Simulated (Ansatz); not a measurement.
**Ge₃N₄: Field gradients at the nuclei**

The cell is an entry of the Crystallography Open Database (COD), ions relaxed with PBE at fixed cell.

```cif
data_Ge3N4
_symmetry_space_group_name_H-M 'Fd-3m:1'
_symmetry_Int_Tables_number 227
_cell_length_a 8.3091
_cell_length_b 8.3091
_cell_length_c 8.3091
_cell_angle_alpha 90.000
_cell_angle_beta 90.000
_cell_angle_gamma 90.000
loop_
_atom_site_label
_atom_site_type_symbol
_atom_site_symmetry_multiplicity
_atom_site_Wyckoff_symbol
_atom_site_fract_x
_atom_site_fract_y
_atom_site_fract_z
Ge1 Ge 16 d 0.1250 0.1250 0.6250
Ge5 Ge 8 a 0.5000 0.5000 0.0000
N N 32 e 0.8832 0.8832 0.3832
```

One atom of each set is listed; the run and its k-mesh use a cell of 14 atoms with edges of 5.88, 5.88, 5.88 Å.

Level of theory: DFT, r2SCAN, plane waves and PAW, scalar-relativistic, 500 eV cutoff, Γ-centred 6×6×6 k-points, Fermi–Dirac smearing 0.02 eV (Ansatz 0.2.0).

Conventions: |V_zz| ≥ |V_yy| ≥ |V_xx|, η = (V_xx − V_yy)/V_zz, C_Q = eQV_zz/h. ν_Q = 3|C_Q|/[2I(2I − 1)].

⁷³Ge: I = 9/2, Q = -196.0 mb; ¹⁴N: I = 1, Q = 20.44 mb. Q values from Pyykkö, Mol. Phys. 116, 1328 (2018).

```json
{"site": "Ge1", "atoms": "4", "first shell": "6 N at 2.01 Å", "C_Q (MHz)": "0.258", "η": "0.00", "ν_Q (MHz)": "0.011"}
{"site": "Ge5", "atoms": "2", "first shell": "4 N at 1.92 Å", "C_Q (MHz)": "0", "η": "–", "ν_Q (MHz)": "0"}
{"site": "N", "atoms": "8", "first shell": "4 Ge at 1.92–2.01 Å", "C_Q (MHz)": "2.13", "η": "0.00", "ν_Q (MHz)": "3.19"}
```

An axis of threefold or higher order runs through Ge1 and N, so V_zz lies along it and η is zero. Ge5 sits on a cubic site, where every gradient vanishes.

At this cell the r2SCAN pressure is -8 GPa, so with r2SCAN the cell would shrink if it were relaxed. The entry's cell may itself be off.

Hardware: 4 threads of AMD EPYC 9R45 (Zen 5) (x86_64; 16 cores open to the job, memory cap 8.0 GiB, no GPU), a shared host with a load of 0.2 a core. Wall time 3.5 s, CPU time 12 s, peak memory 1.1 GiB.
